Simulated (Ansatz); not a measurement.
# AlH5: what a guessed cell relaxes into, part 3 of 3

Aim: relax a trial structure of AlH5 and see where it ends.

Ansatz 0.2.0; DFT PBE, scalar-relativistic, plane waves, PAW. Earlier steps stand in the parts before.

### Step 4. Relaxation on the finer mesh

The end of the coarse run is made exact in the group found at a tolerance of 0.06 Å and reduced to its primitive cell.

The input, input.yaml:

```yaml
crystal:
  lattice:
    - [3.5079835919, 0.0, 0.0]
    - [-1.7539917959, 3.0380029066, 0.0]
    - [0.0, 0.0, 2.720738743]
  atoms:
    - { symbol: Al, position: [0.0, 0.0, 0.0] }
    - { symbol: H, position: [0.5, 0.0, 0.5] }
    - { symbol: H, position: [0.5, 0.5, 0.5] }
    - { symbol: H, position: [0.0, 0.5, 0.5] }
    - { symbol: H, position: [0.3333333333, 0.6666666667, 0.0] }
    - { symbol: H, position: [0.6666666667, 0.3333333333, 0.0] }
basis:
  ecutwfc: 420
kpoints:
  mp_grid: { grid: [12, 12, 14] }
hamiltonian:
  xc: pbe
scf:
  occupations: { method: gaussian, width: 0.1 }
output:
  forces: true
  stress: true
  eigenvalues: true
  write_density: true
  write_potential: true
  elf: true
  volumetric_format: npy
relax:
  adjacent_minimum: "off"
  f_tol: 0.01
  max_steps: 80
  cell: { stress_tol: 0.05 }
```

The run is started by

```
$ ansatz run input.yaml --threads 1 --pin off --max-ram 2048MiB --backend cpu --events-out ev --progress --plain --runs-dir out
```

Output:

```text
Warning: RAYON_NUM_THREADS=1 ignored (pool sized by the plan → 1); use --threads N
Engine: ansatz 0.2.0, x86_64-unknown-linux-gnu
Pseudopotentials: kind: paw
Pseudopotential: Al, paw, valence charge 3, recommended cutoff 420 eV (normal), Al.paw.azcp
Pseudopotential: H, paw, valence charge 1, recommended cutoff 420 eV (normal), H.paw.azcp
Functional definition: PBE
  parameter kappa = 0.804
  parameter beta = 0.06672455060314922
  exchange = pbe_x(kappa = kappa, mu = beta*pi^2/3)
  correlation = pbe_c(beta = beta)
Crystal: 6 atoms, lattice volume = 28.996 Å³
Basis set: ecut = 420 eV, 555 PW (Γ), exchange–correlation on 48×48×40 points (8 copies of the dense FFT grid, shifted against one another)
Bands: 10, of which v1, the nominal top of the filled ones, is band 4 counted from 1 (3 counted from 0)
Symmetry: 24 space group operations
Space group: P6/mmm (ITA 191), of the structure as read, at distance tolerance 3.1e-5 Å
k-points: 152 of 2016
Non-local potential: Al, projectors of the file, l = 0: 2, l = 1: 2, l = 2: 1
Non-local potential: H, projectors of the file, l = 0: 2, l = 1: 1
PAW form: soft (Blöchl's): semilocal exchange-correlation on the pseudo side does not see the compensation charge
PAW one-centre angular grid: Al, 110 points (default); XC on 64 Gauss nodes
PAW one-centre angular grid: H, 110 points (default); XC on 64 Gauss nodes
Initial density: superposition of atomic densities (neutral atoms: chi_scale 0, normalization atom), corrected by the library's trained network
Initial wavefunctions: pseudopotential atomic-orbital guess
Functional: x = pbe(κ = 0.804, μ = 0.2195149727645171), c = pbe(β = 0.06672455060314922)
SCF iter   1: F=—  HF=-611.509522 eV  |F-HF|=—  |Δ(HF+E_count)|=         —  Δρ=5.68e-3  dr2=4.91e-3  ethr=1.77e-3  ⟨swp⟩=5.1  Hψ=9902  notcnv=0  defer=1
preconditioner: auto → none  [metal: Δε(μ)=0.052 eV  Ē_g=12.654 eV  σ=0.100 eV  W_gap=0.29  n_scr=6 (ndim 8)  ℏωp=19.5 eV  f_vac=0.000  D(μ)=0.85/eV (n_scr^D=6)  sad-step TF]
SCF iter   2: F=—  HF=-611.510466 eV  |F-HF|=—  |Δ(HF+E_count)|=   9.44e-4  Δρ=3.43e-3  dr2=1.92e-3  ethr=6.14e-5  ⟨swp⟩=1.0  Hψ=2736  notcnv=0  defer=4
SCF iter   3: F=—  HF=-611.510647 eV  |F-HF|=—  |Δ(HF+E_count)|=   1.81e-4  Δρ=1.84e-4  dr2=9.24e-6  ethr=2.40e-5  ⟨swp⟩=1.0  Hψ=1304  notcnv=0  defer=4
SCF iter   4: F=—  HF=-611.510638 eV  |F-HF|=—  |Δ(HF+E_count)|=   9.48e-6  Δρ=8.09e-5  dr2=1.54e-6  ethr=1.16e-7  ⟨swp⟩=2.3  Hψ=1853  notcnv=0  defer=4
iter 5 did not close the SCF: its close was put off for the readings that it lacked (scf_convergence_deferred on its scf_iter line)
SCF iter   5: F=-611.510638 eV  HF=-611.510638 eV  |F-HF|=1.20e-9  |Δ(HF+E_count)|=   2.74e-8  Δρ=6.74e-6  dr2=8.53e-9  ethr=1.92e-8  ⟨swp⟩=1.5  Hψ=1486  notcnv=0  defer=4
SCF iter   6: F=-611.510638 eV  HF=-611.510638 eV  |F-HF|=2.73e-12  |Δ(HF+E_count)|=   4.32e-9  Δρ=1.09e-6  dr2=2.48e-10  ethr=1.07e-10  ⟨swp⟩=6.7  Hψ=8031  notcnv=0
SCF 1 converged in 6 iterations: F = -611.510638 eV  dr2 = 2.48e-10
relax step   1: F+E_penalty+E_count = -611.51063770 eV  Δ(F+E_penalty+E_count) = +0.000e0 eV  max|allowed force component| = 5.782e-19 eV/Å  Δτ_max = 0.0000 Å  P = +0.440 GPa  Ω = 28.996 Å³  (6 SCF iters, dr2 threshold 1.00e-7 eV, accepted)
Crystal: 6 atoms, lattice volume = 29.179 Å³
Initial density: handed on by an earlier stage of this run
Initial wavefunctions: those handed on with the density
iter 1 solved again at ethr=6.18e-7 eV; its pass at ethr=3.10e-3 eV (dr2=4.94e-5 eV) is discarded
SCF iter   1: F=—  HF=-611.510551 eV  |F-HF|=—  |Δ(HF+E_count)|=         —  Δρ=4.21e-4  dr2=5.05e-5  ethr=6.18e-7  ⟨swp⟩=1.3  Hψ=10210  notcnv=0
preconditioner: auto → none  [metal: Δε(μ)=0.034 eV  Ē_g=12.594 eV  σ=0.100 eV  W_gap=0.19  n_scr=6 (ndim 8)  ℏωp=19.4 eV  f_vac=0.000  D(μ)=0.85/eV (n_scr^D=8)]
SCF iter   2: F=—  HF=-611.510522 eV  |F-HF|=—  |Δ(HF+E_count)|=   2.92e-5  Δρ=1.63e-4  dr2=5.24e-6  ethr=6.18e-7  ⟨swp⟩=1.1  Hψ=1553  notcnv=0
SCF iter   3: F=-611.510520 eV  HF=-611.510520 eV  |F-HF|=1.36e-7  |Δ(HF+E_count)|=   1.81e-6  Δρ=4.24e-5  dr2=3.39e-7  ethr=7.50e-9  ⟨swp⟩=8.0  Hψ=9249  notcnv=0
SCF 2 converged in 3 iterations: F = -611.510520 eV  dr2 = 3.39e-7
relax step   2: F+E_penalty+E_count = -611.51052004 eV  Δ(F+E_penalty+E_count) = +1.177e-4 eV  max|allowed force component| = 1.638e-18 eV/Å  Δτ_max = 0.0000 Å  P = -0.239 GPa  Ω = 29.179 Å³  energy of the carried Pulay correction = -3.433e-4 eV  (3 SCF iters, dr2 threshold 6.00e-7 eV, accepted)
Crystal: 6 atoms, lattice volume = 29.122 Å³
iter 1 solved again at ethr=3.37e-8 eV; its pass at ethr=3.10e-3 eV (dr2=2.70e-6 eV) is discarded
SCF iter   1: F=—  HF=-611.510687 eV  |F-HF|=—  |Δ(HF+E_count)|=         —  Δρ=9.93e-5  dr2=2.80e-6  ethr=3.37e-8  ⟨swp⟩=1.1  Hψ=10097  notcnv=0
preconditioner: auto → none  [metal: Δε(μ)=0.033 eV  Ē_g=12.613 eV  σ=0.100 eV  W_gap=0.18  n_scr=6 (ndim 8)  ℏωp=19.5 eV  f_vac=0.000  D(μ)=0.85/eV (n_scr^D=8)]
SCF iter   2: F=-611.510674 eV  HF=-611.510674 eV  |F-HF|=7.28e-8  |Δ(HF+E_count)|=   1.32e-5  Δρ=2.93e-5  dr2=1.49e-7  ethr=2.21e-9  ⟨swp⟩=5.2  Hψ=6334  notcnv=0
SCF 3 converged in 2 iterations: F = -611.510674 eV  dr2 = 1.49e-7
relax step   3: F+E_penalty+E_count = -611.51067375 eV  Δ(F+E_penalty+E_count) = -1.537e-4 eV  max|allowed force component| = 2.602e-18 eV/Å  Δτ_max = 0.0000 Å  P = -0.034 GPa  Ω = 29.122 Å³  energy of the carried Pulay correction = -2.381e-4 eV  (2 SCF iters, dr2 threshold 1.76e-7 eV, accepted)
Crystal: 6 atoms, lattice volume = 29.113 Å³
iter 1 solved again at ethr=3.63e-8 eV; its pass at ethr=3.10e-3 eV (dr2=2.91e-6 eV) is discarded
SCF iter   1: F=—  HF=-611.510708 eV  |F-HF|=—  |Δ(HF+E_count)|=         —  Δρ=9.80e-5  dr2=2.92e-6  ethr=3.63e-8  ⟨swp⟩=1.0  Hψ=10083  notcnv=0
preconditioner: auto → none  [metal: Δε(μ)=0.024 eV  Ē_g=12.617 eV  σ=0.100 eV  W_gap=0.13  n_scr=6 (ndim 8)  ℏωp=19.5 eV  f_vac=0.000  D(μ)=0.85/eV (n_scr^D=8)]
SCF iter   2: F=—  HF=-611.510695 eV  |F-HF|=—  |Δ(HF+E_count)|=   1.26e-5  Δρ=2.38e-5  dr2=8.45e-8  ethr=3.63e-8  ⟨swp⟩=1.8  Hψ=1790  notcnv=0
SCF iter   3: F=-611.510695 eV  HF=-611.510695 eV  |F-HF|=2.40e-9  |Δ(HF+E_count)|=   2.15e-8  Δρ=8.46e-6  dr2=9.23e-9  ethr=1.17e-10  ⟨swp⟩=5.7  Hψ=4859  notcnv=0
SCF 4 converged in 3 iterations: F = -611.510695 eV  dr2 = 9.23e-9
relax step   4: F+E_penalty+E_count = -611.51069509 eV  Δ(F+E_penalty+E_count) = -2.134e-5 eV  max|allowed force component| = 1.349e-18 eV/Å  Δτ_max = 0.0000 Å  P = -0.000 GPa  Ω = 29.113 Å³  energy of the carried Pulay correction = -2.215e-4 eV  (3 SCF iters, dr2 threshold 9.39e-9 eV, accepted)
Initial wavefunctions: pseudopotential atomic-orbital guess (no wavefunctions were taken with the density)
iter 1 solved again at ethr=4.76e-9 eV; its pass at ethr=3.10e-3 eV (dr2=3.81e-7 eV) is discarded
SCF iter   1: F=—  HF=-611.510914 eV  |F-HF|=—  |Δ(HF+E_count)|=         —  Δρ=2.06e-5  dr2=2.27e-8  ethr=4.76e-9  ⟨swp⟩=3.0  Hψ=13684  notcnv=0
SCF iter   2: F=—  HF=-611.510903 eV  |F-HF|=—  |Δ(HF+E_count)|=   1.16e-5  Δρ=1.06e-5  dr2=6.38e-9  ethr=2.84e-10  ⟨swp⟩=2.0  Hψ=2121  notcnv=0
SCF iter   3: F=—  HF=-611.510903 eV  |F-HF|=—  |Δ(HF+E_count)|=   1.28e-8  Δρ=1.56e-6  dr2=5.52e-10  ethr=7.97e-11  ⟨swp⟩=2.1  Hψ=2130  notcnv=0
SCF iter   4: F=—  HF=-611.510903 eV  |F-HF|=—  |Δ(HF+E_count)|=  3.71e-11  Δρ=5.12e-7  dr2=6.00e-11  ethr=6.90e-12  ⟨swp⟩=1.7  Hψ=1793  notcnv=0
SCF iter   5: F=-611.510903 eV  HF=-611.510903 eV  |F-HF|=1.25e-12  |Δ(HF+E_count)|=  2.27e-12  Δρ=2.75e-7  dr2=1.85e-11  ethr=1.00e-12  ⟨swp⟩=4.2  Hψ=4264  notcnv=0
SCF 5 converged in 5 iterations: F = -611.510903 eV  dr2 = 1.85e-11
relax step   5: F+E_penalty+E_count = -611.51090268 eV  Δ(F+E_penalty+E_count) = -2.076e-4 eV  max|allowed force component| = 1.687e-18 eV/Å  Δτ_max = 0.0000 Å  P = +0.005 GPa  Ω = 29.113 Å³  stress off target by 2.00e-2 GPa  SCF on the basis re-selected at this cell (its energy is not comparable with the rows above)  (5 SCF iters)
basis re-selected at this cell: Δ(F+E_penalty+E_count) = -2.076e-4 eV, ΔP = +0.005 GPa vs the last step (what re-selecting the basis moved, of the pressure what is left beyond the Pulay correction that the steps carried, after the strain that the cell walked since its last selection, with what the two solves' SCF thresholds leave and, on support functions, any second-order correction that the steps lacked; it is no measure of the basis error at this ecutwfc). This SCF's stress stands 2.00e-2 GPa from its target on what of the cell is left free (relax.cell.stress_tol is 5.00e-2 GPa) and its largest allowed force component is 1.69e-18 eV/Å (relax.f_tol is 1.00e-2 eV/Å): within both
SCF converged after 5 iterations
Free energy (F): -611.510903 eV
Harris-Foulkes:  -611.510903 eV  (|F-HF|=1.25e-12)
Internal energy: -611.506640 eV  (E = F + TS)
E sigma→0 (E₀):  -611.508771 eV
Entropy (-TS):   -0.004263 eV (-0.710 meV/atom)
Fermi energy:    6.405362 eV
--- Per-component energies (eV) ---
  E_band       = 5.754001
  E_kinetic    = 89.715225
  E_local      = -15.906682  (includes V_loc(G=0)·N_el)
  E_nonlocal   = 15.398344
  E_hartree    = 4.994893
  E_xc         = -84.790851
  E_vxc        = -87.671055  (∫ρ·V_xc dr)
  E_paw        = -468.953626  (= ΣΔE_a)
  E_vpaw       = -5.766440  (= ΣTr[D̂ρ^β])
  E_aug_tail   = -0.005180  (compensation charges beyond the density's cutoff)
  E_ewald      = -151.958763
  E_smearing   = -0.004263  (= −TS)
  E_closure    = -0.000000  (closes the sum)
  Σ components = -611.510903   (vs F -611.510903, Δ=0.00e0)
--- Forces (eV/Å), atoms counted from 1 ---
  atom   1  Al     0.00000000     0.00000000     0.00000000
  atom   2  H      0.00000000     0.00000000     0.00000000
  atom   3  H      0.00000000     0.00000000     0.00000000
  atom   4  H     -0.00000000     0.00000000     0.00000000
  atom   5  H      0.00000000     0.00000000     0.00000000
  atom   6  H     -0.00000000    -0.00000000     0.00000000
  max |Σ_I F_I| component: 2.89e-19 eV/Å
--- Stress (GPa, compression-positive) ---
       -0.003125       0.000000       0.000000
       -0.000000      -0.003125       0.000000
        0.000000       0.000000       0.020015
  P = ⅓ Tr σ = 0.0046 GPa (0.046 kbar)
--- Band table (eV; the first three rows and the last of 152) ---
  k-point 0: bands = ["-8.0617", "5.6503", "5.9251", "5.9251", "7.8112", "9.4711", "9.4711", "10.4328", "13.6718", "22.8004"]
  k-point 1: bands = ["-7.9621", "5.7196", "6.0077", "6.0077", "7.1494", "9.5604", "9.5604", "10.1055", "14.8080", "22.0972"]
  k-point 2: bands = ["-7.6635", "5.4936", "5.9221", "6.2527", "6.2527", "9.8294", "9.8294", "10.0768", "16.7857", "20.5456"]
  k-point 151: bands = ["1.0375", "1.0375", "1.0385", "1.0385", "2.8668", "5.5954", "13.1284", "16.4041", "16.4041", "20.1622"]
--- Relaxed structure (4 steps of the walk, 4 accepted, 1 SCFs on fresh bases) ---
  F+E_penalty+E_count = -611.51090268 eV   max|allowed force component| = 1.687e-18 eV/Å   (the final SCF, on the basis selected at the relaxed cell)
  cell:  # Å, volume = 29.1129 Å³
    - [3.507886501585825, -2.886672619358296e-11, 0.0]
    - [-1.7539432507679131, 3.0379188239802795, 0.0]
    - [0.0, 0.0, 2.7318967970227606]
  atoms:
    - { symbol: Al, position: [4.740915232831194e-36, -5.1728236767623824e-36, 0.0] }
    - { symbol: H, position: [0.5, -8.077935669463161e-28, 0.5] }
    - { symbol: H, position: [0.5, 0.5, 0.5] }
    - { symbol: H, position: [0.0, 0.5, 0.5] }
    - { symbol: H, position: [0.3333333333333333, 0.6666666666666667, 0.0] }
    - { symbol: H, position: [0.6666666666666667, 0.33333333333333337, 0.0] }
```

It took 13 s on 1 thread of Intel Xeon Platinum 8259CL at 2.50GHz (Skylake/Cascade Lake), shared host; peak memory 0.39 GiB.

Relaxation path:

| step | E - E(step 1) (eV/cell) | largest force component (eV/Å) | pressure (GPa) | volume (Å³) |
| --- | --- | --- | --- | --- |
| 1 | 0.0000 | 0.0000 | 0.44 | 29.00 |
| 2 | 0.0001 | 0.0000 | -0.24 | 29.18 |
| 3 | 0.0000 | 0.0000 | -0.03 | 29.12 |
| 4 | -0.0001 | 0.0000 | 0.00 | 29.11 |
| 5 | -0.0003 | 0.0000 | 0.00 | 29.11 |

Step 1 is the start. Step 5 repeats the geometry before it on a plane-wave basis chosen anew for that cell, so its energy need not be comparable with the rows above.

|  | before | after | change |
| --- | --- | --- | --- |
| a (Å) | 3.508 | 3.508 | 0.0 % |
| b (Å) | 3.508 | 3.508 | 0.0 % |
| c (Å) | 2.721 | 2.732 | +0.4 % |
| volume (Å³/atom) | 4.83 | 4.85 | +0.4 % |
| shortest distance (Å) | 1.696 | 1.700 | +0.3 % |
| space group (0.01 Å) | P6/mmm | P6/mmm | same |

The run keeps the 24 symmetry operations of the start, so it could not have lowered the symmetry.

Density in a lattice plane of the grid's cell (edges 3.51 and 3.51 Å, at 0.000 of the third edge), which holds Al and H.

Ten even steps from '0' (0.06 e/Å³) to '9' (1.48 e/Å³):
```
000000111111111111000000
000001111111111110000000
000011111222211111000000
000111123333211111000000
001112345653221111000000
111112469863211111111111
111123589753211111111111
111124577432111111111111
111123443221111111111111
111122222111111122222111
111111111111112234432111
111111111111123477542111
111111111111235798532111
111111111111236896421111
000000011112235654321110
000000011111233332111100
000000011111222211111000
000000001111111111110000
000000011111111111100000
000000011111111111000000
```
Columns run along the first of these edges and rows up along the second, over one cell in 24 and 20 even steps from the bottom left corner. Atoms in the plane (fractional): Al at (0.00, 1.00), H at (0.33, 0.67), H at (0.67, 0.33).

ELF in the same plane.

Values, 12 rows by 12 columns:
```
0.06 0.05 0.24 0.40 0.42 0.44 0.44 0.41 0.40 0.24 0.03 0.04
0.06 0.24 0.45 0.56 0.73 0.81 0.73 0.56 0.45 0.24 0.05 0.03
0.29 0.40 0.56 0.82 0.96 0.96 0.84 0.56 0.40 0.31 0.24 0.24
0.33 0.42 0.73 0.96 1.00 0.96 0.73 0.42 0.33 0.40 0.45 0.40
0.30 0.44 0.81 0.96 0.96 0.78 0.44 0.32 0.42 0.56 0.56 0.41
0.28 0.44 0.73 0.84 0.73 0.44 0.28 0.44 0.73 0.84 0.73 0.44
0.30 0.41 0.56 0.56 0.42 0.32 0.44 0.78 0.96 0.96 0.81 0.44
0.33 0.40 0.45 0.40 0.33 0.42 0.73 0.96 1.00 0.96 0.73 0.42
0.29 0.24 0.24 0.31 0.40 0.56 0.84 0.96 0.96 0.82 0.56 0.40
0.06 0.03 0.05 0.24 0.45 0.56 0.73 0.81 0.73 0.56 0.45 0.24
0.06 0.04 0.03 0.24 0.40 0.41 0.44 0.44 0.42 0.40 0.24 0.05
0.16 0.06 0.06 0.29 0.33 0.30 0.28 0.30 0.33 0.29 0.06 0.06
```
Columns run along the first of these edges and rows up along the second, over one cell in 12 and 12 even steps from the bottom left corner. Atoms in the plane (fractional): Al at (0.00, 1.00), H at (0.33, 0.67), H at (0.67, 0.33).

Both are smooth fields of the valence electrons: close to the nuclei they are not physical.

The highest ELF values outside the cores: 1.00 at H; 0.62 on the Al–Al line, 1.4 Å from Al.

### Step 5. Changing settings: xc_grid 2, occupations.method tetrahedron, width left out

The input, input.yaml:

```yaml
crystal:
  lattice:
    - [3.5078865016, 0.0, 0.0]
    - [-1.7539432508, 3.037918824, 0.0]
    - [0.0, 0.0, 2.731896797]
  atoms:
    - { symbol: Al, position: [0.0, 0.0, 0.0] }
    - { symbol: H, position: [0.5, 0.0, 0.5] }
    - { symbol: H, position: [0.5, 0.5, 0.5] }
    - { symbol: H, position: [0.0, 0.5, 0.5] }
    - { symbol: H, position: [0.3333333333, 0.6666666667, 0.0] }
    - { symbol: H, position: [0.6666666667, 0.3333333333, 0.0] }
basis:
  ecutwfc: 420
  xc_grid: 2
kpoints:
  mp_grid: { grid: [12, 12, 14] }
hamiltonian:
  xc: pbe
scf:
  occupations: { method: tetrahedron }
output:
  forces: true
  eigenvalues: true
  stress: true
```

The run is started by

```
$ ansatz run input.yaml --threads 1 --pin off --max-ram 2048MiB --backend cpu --events-out ev --progress --plain --runs-dir out
```

Output (excerpt; [...] marks lines left out):

```text
Warning: output.forces, output.stress, relax.cell or npt_langevin: where a Kohn–Sham band that disperses or a degenerate level is filled in part under the method tetrahedron, the forces or the stress that this run publishes need not agree with its energy (scf.occupations.method in the [...]
Warning: RAYON_NUM_THREADS=1 ignored (pool sized by the plan → 1); use --threads N
[...]
Pseudopotentials: kind: paw
Pseudopotential: Al, paw, valence charge 3, recommended cutoff 420 eV (normal), Al.paw.azcp
Pseudopotential: H, paw, valence charge 1, recommended cutoff 420 eV (normal), H.paw.azcp
[...]
  atom   2  H      0.00000000     0.00000000     0.00000000
  atom   3  H      0.00000000    -0.00000000     0.00000000
  atom   4  H      0.00000000     0.00000000     0.00000000
  atom   5  H     -0.00000000     0.00000000     0.00000000
  atom   6  H      0.00000000    -0.00000000     0.00000000
[...]
--- Stress (GPa, compression-positive) ---
       -0.418438       0.000000       0.000000
        0.000000      -0.418438       0.000000
        0.000000       0.000000       0.219313
  P = ⅓ Tr σ = -0.2059 GPa (-2.059 kbar)
--- Band table (eV; the first three rows and the last of 152) ---
  k-point 0: bands = ["-8.0579", "5.6554", "5.9342", "5.9342", "7.8096", "9.4666", "9.4666", "10.4332", "13.6702", "22.8033"]
[...]
```

It took 2.5 s on 1 thread of Intel Xeon Platinum 8259CL at 2.50GHz (Skylake/Cascade Lake), shared host; peak memory 0.37 GiB.

| run | ending | energy change | pressure (GPa) | gap (eV) | force (eV/Å) | cycles | time |
| --- | --- | --- | --- | --- | --- | --- | --- |
| step 4 | converged | 0 | 0.0 | 0.00 | 0.00 | - | 13 s |
| variant | converged | -0.3 meV/atom (σ→0) | -0.2 | 0.00 | 0.00 | 5 | 2.5 s |

Changing the smearing leaves the energy as it was (-0.3 meV/atom).

### Step 6. Results

This closing draws on all 3 parts. Changes of volume or cell count from the first structure of part 1.

| quantity | value |
| --- | --- |
| symmetry at the end (tolerance 0.05 Å) | space group P6/mmm (No. 191) |
| conventional cell | a = 3.508 Å, b = 3.508 Å, c = 2.732 Å, α = 90.00°, β = 90.00°, γ = 120.00° |
| volume | 4.85 Å³/atom |
| energy over the elements (uncorrected; H, N, O, F and Cl as molecules) | +0.89 eV/atom |
| gap on the mesh | none (metal) |

**Reading.** The space group P6/mmm (No. 191) is kept, and the volume per atom shrinks by 45.6 % from the first guess. The formation energy is positive, so the separate elements lie lower. No finished test with a distortion of lower symmetry is shown, so the end may be a saddle point.
